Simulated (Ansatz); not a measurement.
Tuning gaps by epitaxial strain

Plane-wave DFT in Ansatz, r2SCAN, scalar-relativistic PAW potentials, cutoff 500 eV, no spin-orbit coupling; no spin polarisation. Equal strain along a and b of the conventional cell, c and the atoms relaxed; gaps sought over the whole zone.

| crystal | strain: gap (eV) |
| --- | --- |
| SnO₂ (P4_2/mnm) | -6.0 %: 2.406; -4.0 %: 2.196; -2.0 %: 1.980; +0.0 %: 1.768; +2.0 %: 1.577; +4.0 %: 1.424; +6.0 %: 1.321 |
| ZnO (P6_3mc) | -6.0 %: 1.122; -4.0 %: 1.172; -2.0 %: 1.211; +0.0 %: 1.238; +2.0 %: 1.252; +4.0 %: 1.260; +6.0 %: 1.283 |
| ZnS (P6_3mc) | -3.0 %: 2.746; -2.0 %: 2.778; -1.0 %: 2.787; +0.0 %: 2.777; +1.0 %: 2.753; +2.0 %: 2.657; +3.0 %: 2.555 |
| AlN (P6_3mc) | -4.5 %: 5.313; -3.0 %: 5.296; -1.5 %: 5.201; +0.0 %: 4.880; +1.5 %: 4.560; +3.0 %: 4.248; +4.5 %: 3.950 |

Question: What are the slopes on either side of zero strain, and why can they differ?

Answer: SnO₂ (P4_2/mnm) -106 and -96; ZnO (P6_3mc) +14 and +7; ZnS (P6_3mc) -10 and -24; AlN (P6_3mc) -214 and -213 meV per % (over the first step on the compressive side, then on the tensile side; a positive slope means the gap grows as the plane is stretched). No slope drops markedly, so one pair of band edges probably holds through zero strain, and what differs is curvature. Relaxations kept the strained cell's symmetry, so distortions at large strain weren't sought, and coherent films seldom hold more than 2 to 3 %. The slope of one pair of band edges is as a rule more reliable than the Kohn–Sham gap, while the strain at which pairs cross shifts with the functional.

Cost: about 37 core-minutes for the runs cited, on Intel Xeon Processor @ 2.50GHz (Skylake/Cascade Lake), Intel Xeon Platinum 8259CL (Skylake/Cascade Lake), Arm Neoverse V2 and other processors (shared hosts).